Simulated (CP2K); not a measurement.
**CoO under changes of volume**

One of the cells (9.684 Å³/atom); the others are scaled copies at fixed shape and fractional positions:

```
Co O
1.0
     3.01440    0.00000    0.00000
     1.50720    2.61054    0.00000
     1.50720    0.87018    2.46124
Co O
1 1
Direct
  0.00000 0.00000 0.00000
  0.50000 0.50000 0.50000
```

- Program: CP2K 2026.2
- Functional: LDA
- Potentials or basis: GTH_POTENTIALS Co GTH-PADE-q17, O GTH-PADE-q6; TZVP-MOLOPT-PBE-GTH basis
- Density cutoff: 11565 eV
- k mesh: 11 × 11 × 11
- Occupations: fermi-dirac, width 0.0259 eV
- Spin: collinear spin, ferromagnetic start
- Starting moments: [2.0, 0.0] μB

| volume (Å³/atom) | energy over the lowest point (meV/atom) | pressure (GPa) |
| --- | --- | --- |
| 9.103 | 0.00 | -7.8 |
| 9.297 | 11.89 | -11.9 |
| 9.490 | 28.63 | -15.6 |
| 9.684 | 49.65 | -19.0 |
| 9.878 | 74.44 | -21.9 |
| 10.071 | 102.55 | -24.5 |
| 10.265 | ? | ? |

What does the run at 10.265 Å³/atom give?

Energy over the lowest point 133.60 meV/atom; pressure -26.7 GPa.

Worked out: A Birch-Murnaghan fit of order 3 (a polynomial in V^(-2/3)) to the other rows has no minimum within the range. It gives 133.73 meV/atom at 10.265 Å³/atom, against the run's 133.60, and -dE/dV = -26.9 GPa, against -26.7.

Energies are extrapolated to zero smearing.

Caveats: the basis of atomic orbitals isn't converged, which shifts pressures, moduli and gaps; the total moment is fixed, so each spin has its own Fermi level; a cell with one magnetic atom can't hold antiferromagnetic order, which such compounds often take.
